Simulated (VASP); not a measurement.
# SrTiO3 (Tausonite) (Pm-3m) in VASP: further runs, part 2 of 2

VASP 6.6.1. The steps go on from the part before.

## 3. Relaxation of cell and atoms, PBE+D3(BJ)

The input, INCAR:

```
SYSTEM = SrTiO3
  ALGO = Normal
  EDIFF = 1E-6
  EDIFFG = -0.01
  ENCUT = 600
  GGA = PE
  IBRION = 2
  ISIF = 3
  ISMEAR = 0
  IVDW = 12
  LASPH = .TRUE.
  LCHARG = .FALSE.
  LREAL = .FALSE.
  LWAVE = .FALSE.
  NELM = 80
  NSW = 90
  PREC = Accurate
  SIGMA = 0.03
```

The input, KPOINTS:

```
k-points
0
G
  8 8 8
  0 0 0
```

The input, POSCAR:

```
SrTiO3
1.0
    3.9052800000      0.0000000000      0.0000000000
    0.0000000000      3.9052800000      0.0000000000
    0.0000000000      0.0000000000      3.9052800000
Sr Ti O
1 1 3
Direct
    0.5000000000      0.5000000000      0.5000000000
    0.0000000000      0.0000000000      0.0000000000
    0.5000000000      0.0000000000      0.0000000000
    0.0000000000      0.5000000000      0.0000000000
    0.0000000000      0.0000000000      0.5000000000
```

Potentials or basis: VASP PAW PBE potentials, release 64 (Sr_sv, Ti_sv, O).

Started as:

```sh
> cat potpaw_PBE.64/Sr_sv/POTCAR potpaw_PBE.64/Ti_sv/POTCAR potpaw_PBE.64/O/POTCAR > POTCAR
> mpirun -np 1 vasp_std > vasp.out
```

OUTCAR:

```text
SYSTEM = SrTiO3
   EDIFF = 1E-6
   EDIFFG = -0.01
   ENCUT = 600
   GGA = PE
   IBRION = 2
   ISIF = 3
   ISMEAR = 0
   IVDW = 12
   LASPH = .TRUE.
   LREAL = .FALSE.
   NELM = 80
   NSW = 90
   PREC = Accurate
 IVDW          = 12

 ion  position               nearest neighbor table
   1  0.500  0.500  0.500-   3 2.76   4 2.76   5 2.76   3 2.76   4 2.76   3 2.76   5 2.76   3 2.76
                             4 2.76   5 2.76   4 2.76   5 2.76   2 3.38   2 3.38   2 3.38   2 3.38
   2  0.000  0.000  0.000-   3 1.95   4 1.95   5 1.95   5 1.95   4 1.95   3 1.95   1 3.38   1 3.38
                             1 3.38   1 3.38   1 3.38   1 3.38   1 3.38   1 3.38
   3  0.500  0.000  0.000-   2 1.95   2 1.95   1 2.76   1 2.76   1 2.76   1 2.76
   4  0.000  0.500  0.000-   2 1.95   2 1.95   1 2.76   1 2.76   1 2.76   1 2.76
   5  0.000  0.000  0.500-   2 1.95   2 1.95   1 2.76   1 2.76   1 2.76   1 2.76

  LATTYP: Found a simple cubic cell.
 ALAT       =     3.9052800000

  Lattice vectors:

 A1 = (   3.9052800000,   0.0000000000,   0.0000000000)
 A2 = (   0.0000000000,   3.9052800000,   0.0000000000)
 A3 = (   0.0000000000,   0.0000000000,   3.9052800000)

Analysis of symmetry for initial positions (statically):
=====================================================================
 Subroutine PRICEL returns:
 Original cell was already a primitive cell.

 Routine SETGRP: Setting up the symmetry group for a
 simple cubic supercell.

 Subroutine GETGRP returns: Found 48 space group operations
 (whereof 48 operations were pure point group operations)
 out of a pool of 48 trial point group operations.

The static configuration has the point symmetry O_h .

Analysis of symmetry for dynamics (positions and initial velocities):
=====================================================================
 Subroutine PRICEL returns:
 Original cell was already a primitive cell.

 Routine SETGRP: Setting up the symmetry group for a
 simple cubic supercell.

 Subroutine GETGRP returns: Found 48 space group operations
 (whereof 48 operations were pure point group operations)
 out of a pool of 48 trial point group operations.

[... 111 lines left out ...]
   NFREE  =      1    steps in history (QN), initial steepest desc. (CG)
   ISIF   =      3    stress and relaxation
   ISYM   =      2    0-nonsym 1-usesym 2-fastsym
   POTIM  = 0.5000    time-step for ionic-motion
   TEBEG  =    0.0;   TEEND  =   0.0 temperature during run
   PSTRESS=    0.0 pullay stress
   NELECT =      40.0000    total number of electrons
   NUPDOWN=      -1.0000    fix difference up-down
   EMIN   =  10.00;   EMAX   =-10.00  energy-range for DOS
   EFERMI =   0.00;   METHOD = LEGACY
   ISMEAR =     0;   SIGMA  =   0.03  broadening in eV -4-tet -1-fermi 0-gaus
   EFERMI_NEDOS =   21; number of points for ismear=-14 and -15
   IALGO  =     38    algorithm
   IMIX   =      4    mixing-type and parameters
     AMIX     =   0.40;   BMIX     =  1.00
     AMIX_MAG =   1.60;   BMIX_MAG =  1.00
  volume/ion in A,a.u.               =      11.91        80.39
  Fermi-wavevector in a.u.,A,eV,Ry     =   1.433648  2.709203 27.964703  2.055348
  Thomas-Fermi vector in A             =   2.553143
   LORBIT       =      0    0 simple, 1 ext, 2 COOP (PROOUT), +10 PAW based schemes
   GGA     = PE    functional components
   LHFCALC =     F    Hartree Fock is set to
   AEXX    =    0.0000 exact exchange contribution
   IVDW    =    12    specifies the selected vdW correction
   LEPSILON=     F    determine dielectric tensor
   LRPA    =     F    only Hartree local field effects (RPA)
 conjugate gradient relaxation of ions
 non-spin polarized calculation
 Gauss-broadening in eV      SIGMA  =   0.03
  energy-cutoff  :      600.00
  volume of cell :       59.56
 maximum number of plane-waves:      2008
 NGX is ok and might be reduce to    32
   NGX = 15   NGY = 15   NGZ = 15

--------------------------------------- Ionic step        1  -------------------------------------------

 number of electron      39.9999979 magnetization

 Free energy of the ion-electron system (eV)
  ---------------------------------------------------
  ext. energy  EPLUGINS =         0.00000000
  ---------------------------------------------------
  free energy    TOTEN  =       -40.08373149 eV

  energy without entropy =      -40.08373149  energy(sigma->0) =      -40.08373149

------------------------ aborting loop because EDIFF is reached ----------------------------------------

 Edisp (eV)   -1.32719

 E8    (eV) :    -0.5814
[... 77 lines left out ...]
--------------------------------------- Ionic step        3  -------------------------------------------

 number of electron      39.9999977 magnetization

 Free energy of the ion-electron system (eV)
  ---------------------------------------------------
  ext. energy  EPLUGINS =         0.00000000
  ---------------------------------------------------
  free energy    TOTEN  =       -40.09332043 eV

  energy without entropy =      -40.09332043  energy(sigma->0) =      -40.09332043

 E-fermi :   4.4235     XC(G=0): -11.2369

 val. band max:        4.1113187344   @ k =   0.5000   0.5000   0.5000
 cond. band min:       5.9565890584   @ k =   0.0000   0.0000   0.0000
 fundamental gap:      1.8452703239
 Fermi energy:         4.4234974840

 k-point     1 :       0.0000    0.0000    0.0000
  band No.  band energies     occupation
      1     -52.3787      2.00000
      2     -28.6970      2.00000
      3     -28.6211      2.00000
      4     -28.6211      2.00000
      5     -28.6211      2.00000
      6     -13.2936      2.00000
[... 637 lines left out ...]
     23       8.2250      0.00000
     24       9.8101      0.00000

 [... further k-points ...]

------------------------ aborting loop because EDIFF is reached ----------------------------------------

 Edisp (eV)   -1.31883

 E8    (eV) :    -0.5777
[... 28 lines left out ...]
  FREE ENERGIE OF THE ION-ELECTRON SYSTEM (eV)
  ---------------------------------------------------
  free  energy   TOTEN  =       -41.4121498695 eV

  energy  without entropy=      -41.4121498695  energy(sigma->0) =      -41.41214987

 reached required accuracy - stopping structural energy minimisation
```

Run time: 46 s. Hardware: 1 thread of Intel Xeon 6975P-C (Granite Rapids), shared host; peak memory 0.23 GiB.

What came out:

| Quantity | Value |
| --- | --- |
| Free energy | -41.4121 eV |
| Relaxed volume | 11.99 Å³/atom |
| Relaxed cell | a = 3.913 Å, b = 3.913 Å, c = 3.913 Å, α = 90.00°, β = 90.00°, γ = 90.00° |
| Space group after relaxing (to 0.05 Å) | Pm-3m (No. 221) |
| Energy gained by relaxing | 0.2 meV/atom |
| Ionic steps | 3 |
| Pressure after relaxing | 0.0 GPa |
| Band gap on the k mesh | 1.85 eV, indirect (least direct gap 2.20 eV) |
| Dispersion energy per atom | -0.264 eV |

The path:
```
step  energy change (eV)  largest force (eV/Å)  pressure (GPa)  volume (Å³)
   1              0.0000                0.0000            1.03        59.56
   2             -0.0004                0.0000           -0.86        60.23
   3             -0.0012                0.0000           -0.02        59.93
```

Final structure:
```
CELL_PARAMETERS angstrom
3.91332 0.00000 0.00000
0.00000 3.91332 0.00000
0.00000 0.00000 3.91332
ATOMIC_POSITIONS crystal
Sr 0.50000 0.50000 0.50000
Ti 0.00000 0.00000 0.00000
O 0.50000 0.00000 0.00000
O 0.00000 0.50000 0.00000
O 0.00000 0.00000 0.50000
```

## 4. Relaxation of cell and atoms, PBE+D3(BJ)

This run uses another cell than the first one, of 11.99 Å³/atom, 1.006 times its volume.

Changes to INCAR since step 3:

```diff
@@ -2,4 +2,4 @@
   ALGO = Normal
-  EDIFF = 1E-6
-  EDIFFG = -0.01
+  EDIFF = 1E-7
+  EDIFFG = -0.005
   ENCUT = 600
```

KPOINTS is that of step 3.

The input, POSCAR:

```
SrTiO3                                  
1.0
    3.9133221018     -0.0000000000     -0.0000000000
   -0.0000000000      3.9133221018     -0.0000000000
    0.0000000000      0.0000000000      3.9133221018
  Sr              Ti              O             
     1     1     3
Direct
     0.5000000000000000    0.5000000000000000    0.5000000000000000
     0.0000000000000000    0.0000000000000000    0.0000000000000000
     0.5000000000000000    0.0000000000000000    0.0000000000000000
     0.0000000000000000    0.5000000000000000    0.0000000000000000
     0.0000000000000000    0.0000000000000000    0.5000000000000000
```

Started as:

```sh
> cat potpaw_PBE.64/Sr_sv/POTCAR potpaw_PBE.64/Ti_sv/POTCAR potpaw_PBE.64/O/POTCAR > POTCAR
> mpirun -np 1 vasp_std > vasp.out
```

It took 25 s on 1 thread of Intel Xeon 6975P-C (Granite Rapids), shared host; peak memory 0.22 GiB.

Results (log left out):

- Free energy: -41.4131 eV
- Pressure after relaxing: 0.0 GPa
- Band gap on the k mesh: 1.85 eV, indirect (least direct gap 2.20 eV)
- Dispersion energy per atom: -0.264 eV

Final structure:
```
CELL_PARAMETERS angstrom
3.91332 0.00000 0.00000
0.00000 3.91332 0.00000
0.00000 0.00000 3.91332
ATOMIC_POSITIONS crystal
Sr 0.50000 0.50000 0.50000
Ti 0.00000 0.00000 0.00000
O 0.50000 0.00000 0.00000
O 0.00000 0.50000 0.00000
O 0.00000 0.00000 0.50000
```

Levels at points of the mesh, in eV from the valence-band top:
```
           k point  band 18  band 19  band 20  band 21  band 22  band 23
(0.00, 0.00, 0.00)    -0.36    -0.36    -0.36     1.85     1.85     1.85
(0.50, 0.00, 0.00)    -1.97    -0.73    -0.73     2.01     3.75     3.75
(0.50, 0.50, 0.00)    -1.56    -1.56    -0.09     3.75     3.75     4.21
(0.50, 0.50, 0.50)     0.00     0.00     0.00     4.42     4.42     4.42
```

Caveat: the relaxation stopped at its first step, so nothing moved.

## 5. Relaxation of the atoms, PBE+D3(BJ) (a relaxed cell with its volume scaled by 0.94)

The input, INCAR:

```
SYSTEM = SrTiO3
  ALGO = Normal
  EDIFF = 1E-7
  EDIFFG = -0.01
  ENCUT = 600
  GGA = PE
  IBRION = 2
  ISIF = 2
  ISMEAR = 0
  IVDW = 12
  LASPH = .TRUE.
  LCHARG = .FALSE.
  LREAL = .FALSE.
  LWAVE = .FALSE.
  NELM = 80
  NSW = 40
  PREC = Accurate
  SIGMA = 0.03
```

KPOINTS is that of step 4.

Changes to POSCAR since step 4:

```diff
@@ -2,5 +2,5 @@
 1.0
-    3.9133221018     -0.0000000000     -0.0000000000
-   -0.0000000000      3.9133221018     -0.0000000000
-    0.0000000000      0.0000000000      3.9133221018
+    3.8334359699      0.0000000000      0.0000000000
+    0.0000000000      3.8334359699      0.0000000000
+    0.0000000000      0.0000000000      3.8334359699
   Sr              Ti              O
```

Started as:

```sh
> cat potpaw_PBE.64/Sr_sv/POTCAR potpaw_PBE.64/Ti_sv/POTCAR potpaw_PBE.64/O/POTCAR > POTCAR
> mpirun -np 1 vasp_std > vasp.out
```

It took 24 s on 1 thread of Intel Xeon 6975P-C (Granite Rapids), shared host; peak memory 0.22 GiB.

It converged, with:

```
Free energy                : -41.2712 eV
Pressure after relaxing    : 12.6 GPa
Band gap on the k mesh     : 1.96 eV, indirect (least direct gap 2.27 eV)
Dispersion energy per atom : -0.281 eV
```

Final structure:
```cif
data_structure
_symmetry_space_group_name_H-M 'P 1'
_symmetry_Int_Tables_number 1
_cell_length_a 3.8334
_cell_length_b 3.8334
_cell_length_c 3.8334
_cell_angle_alpha 90.000
_cell_angle_beta 90.000
_cell_angle_gamma 90.000
_cell_volume 56.33
loop_
_atom_site_label
_atom_site_type_symbol
_atom_site_fract_x
_atom_site_fract_y
_atom_site_fract_z
_atom_site_occupancy
Sr1 Sr 0.50000 0.50000 0.50000 1
Ti1 Ti 0.00000 0.00000 0.00000 1
O1 O 0.50000 0.00000 0.00000 1
O2 O 0.00000 0.50000 0.00000 1
O3 O 0.00000 0.00000 0.50000 1
```

Levels at points of the mesh, in eV from the valence-band top:
```
           k point  band 16  band 17  band 18  band 19  band 20  band 21  band 22  band 23  band 24
(0.00, 0.00, 0.00)    -1.27    -1.27    -0.32    -0.32    -0.32     1.96     1.96     1.96     4.70
(0.50, 0.00, 0.00)    -2.49    -2.49    -2.16    -0.72    -0.72     2.16     4.08     4.08     4.74
(0.50, 0.50, 0.00)    -3.07    -1.67    -1.62    -1.62    -0.10     4.09     4.09     4.56     5.80
(0.50, 0.50, 0.50)    -3.89    -3.89     0.00     0.00     0.00     4.82     4.82     4.82     7.17
```

Caveat: the relaxation stopped at its first step, so nothing moved. A k mesh can miss the band edges.

## 6. The runs side by side

```csv
task,level,cell,gap on the mesh (eV),pressure (GPa)
relaxation of the atoms,r2SCAN,atoms relaxed from: a relaxed cell with its volume scaled by 1.06,2.13,-9.7
relaxation of cell and atoms,PBE+D3(BJ),relaxed,1.85,0.0
relaxation of the atoms,PBE+D3(BJ),atoms relaxed from: a relaxed cell with its volume scaled by 0.94,1.96,12.6
```

Alike in all rows: potentials or basis VASP PAW PBE potentials, release 64 (Sr_sv, Ti_sv, O); no spin polarisation; k mesh 8 × 8 × 8; cutoff (eV) 600; smearing gaussian 0.03 eV.

Caveats: the relaxation stopped at its first step, so nothing moved; the PAW data sets were made with another functional, which shifts forces and pressure a little (some runs).

Total energies depend on the potentials used, so only differences within one code and one set of settings carry meaning.
